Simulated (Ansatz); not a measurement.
**NbP**

```
Nb P
1.0
     3.44193    0.00000    0.00000
    -1.72097    2.98080    0.00000
     0.00000    0.00000    7.67504
Nb P
2 2
Direct
  0.33333 0.66667 0.03050
  0.66667 0.33333 0.53050
  0.33333 0.66667 0.34550
  0.66667 0.33333 0.84550
```

Atom numbers follow the list: Nb1, Nb2, P3, P4.

The structure comes from a relaxation in the same program, started in the wurtzite type, and has space group P6_3mc. Whether it is a known phase or the ground state wasn't checked.

Methods: DFT, PBE, all-electron LAPW, scalar-relativistic (Ansatz 0.2.0); DFT, PBE, PAW with Ansatz's default frozen-core files, scalar-relativistic (Ansatz 0.2.0).

For LAPW: a Γ-centred 12×12×7 k mesh, Fermi–Dirac smearing of 0.03 eV, basis error target 0.5 meV/atom, no spin polarisation. PAW takes a cutoff of 420 eV at this cell. The Ansatz runs share mesh, smearing and spin set-up. Values come from LAPW unless marked.

```json
{
  "Pressure at this cell": "-0.1 kbar",
  "Volume per atom": "19.69 Å³"
}
```

Band gap: what does the calculation give?

none: bands cross the Fermi level, a metal.

Bader charges (from the PAW run): what does the calculation give?

Nb1 +1.07, P3 -1.07 e.

Give the computed value. Löwdin charges (with 0.25 e of the cell spilling out of the atomic basis, so their sizes and signs hang on that basis).

Nb1 0.17, P3 -0.05 e.

Density of states at the Fermi level (0.2 eV bin): what does the calculation give?

1.45 states/eV per cell.
